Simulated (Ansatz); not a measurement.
BaS (zincblende) (r2SCAN geometry), in Ansatz:

```cif
data_structure
_symmetry_space_group_name_H-M 'P 1'
_symmetry_Int_Tables_number 1
_cell_length_a 4.9772
_cell_length_b 4.9772
_cell_length_c 4.9772
_cell_angle_alpha 60.000
_cell_angle_beta 60.000
_cell_angle_gamma 60.000
_cell_volume 87.18
loop_
_atom_site_label
_atom_site_type_symbol
_atom_site_fract_x
_atom_site_fract_y
_atom_site_fract_z
_atom_site_occupancy
Ba1 Ba 0.00000 0.00000 0.00000 1
S1 S 0.25000 0.25000 0.25000 1
```

G0W0@PBE with 478 empty bands, a screening cutoff of 180 eV and a 4×4×4 mesh (PAW, contour deformation) gives 4.005 eV over the mesh points, from a PBE gap of 2.747 eV; it sums over 486 bands with 531 plane waves in the screening and a wave cutoff of 420 eV. No extrapolation in bands, cutoff or mesh was made for G0W0. No spin polarisation and no zero-point or thermal motion; the cell was built from a prototype and may be hypothetical.

(1) Estimate the gap with starting point HSE06.

(2) Estimate the gap with mesh 6×6×6, empty bands 141, screening cutoff 80 eV.

(3) Estimate the gap with empty bands 197, screening cutoff 100 eV.

(4) Estimate the gap with frequency model Godby-Needs pole.

## Answers

(1) 4.491 eV (+0.486 eV), from a Kohn-Sham gap of 3.641 eV.

(2) 3.788 eV (-0.217 eV), from a Kohn-Sham gap of 2.749 eV.

(3) 3.864 eV (-0.141 eV), from a Kohn-Sham gap of 2.747 eV.

(4) 3.942 eV (-0.063 eV), from a Kohn-Sham gap of 2.747 eV.

Spin-orbit coupling is left out.
